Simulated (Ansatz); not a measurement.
**A vibration from a frozen displacement in WS₂**

The calculation used Ansatz, DFT r2SCAN, scalar-relativistic, plane waves, PAW. The runs took a 500 eV cutoff, a Γ-centred 12×12×2 mesh and Gaussian smearing (0.05 eV). Spin–orbit coupling is left out, which matters for the heavy elements here. No spin polarisation. Energies are free energies at this smearing, counted from the undisturbed cell; pressure is positive in compression.

The starting cell (relaxed at this level; this form isn't the usual structure):

```xyz
6
Lattice="3.1814 0.0000 0.0000 -1.5907 2.7552 0.0000 0.0000 0.0000 23.6881" Properties=species:S:1:pos:R:3 pbc="T T T"
W     0.0000    1.8368   15.1117
W     1.5907    0.9184    8.5764
S     0.0000    1.8368    7.0174
S     1.5907    0.9184   13.5521
S     0.0000    1.8368   10.1361
S     1.5907    0.9184   16.6707
```

The cell holds layers and no dispersion correction was added, so their binding is poorly described.

Atom 1 (W) is moved by x along the Cartesian unit vector (-0.660, -0.381, 0.647); the cell and all other atoms stay fixed. The cell's volume is 207.64 Å³; the moved atoms weigh 183.840 u together and the others 312.080 u.

| x (Å) | ΔE (meV/cell) | total force on the moved atoms along the move (eV/Å) | pressure (GPa) |
| --- | --- | --- | --- |
| -0.1000 | 133.43 | 2.6642 | 0.2130 |
| -0.0333 | 14.84 | 0.8902 | 0.0206 |
| 0.0000 | 0.00 | 0.0004 | -0.0039 |
| 0.0667 | 59.82 | -1.7988 | 0.0935 |

**Question.** What frequency belongs to this motion?

**Answer.** The force constant is k = −dF/dx = 26.806 eV/Å², from the parabola through x = -0.0333, 0 and 0.0667. In every cell the moved atoms swing against the rest, so the mass is μ = m₁m₂/(m₁ + m₂) = 115.690 u, and ν̃ = 521.5 cm⁻¹ × √(|k|/μ) = 251 cm⁻¹. The pattern needn't be a normal mode: ν̃² is then a weighted mean of the squared nonzero frequencies at the zone centre of this cell, taken without macroscopic field, so it lies between the lowest and the highest of them.

**Question.** How far does the harmonic law reach?

**Answer.** At x = -0.100 Å, kx²/2 = 134.03 meV against the computed 133.43 meV (-0.4 %): the well is still close to harmonic there.

Cost: 4 runs of about 5.2 core-minutes in all, on Intel Xeon Processor @ 2.70GHz (shared hosts).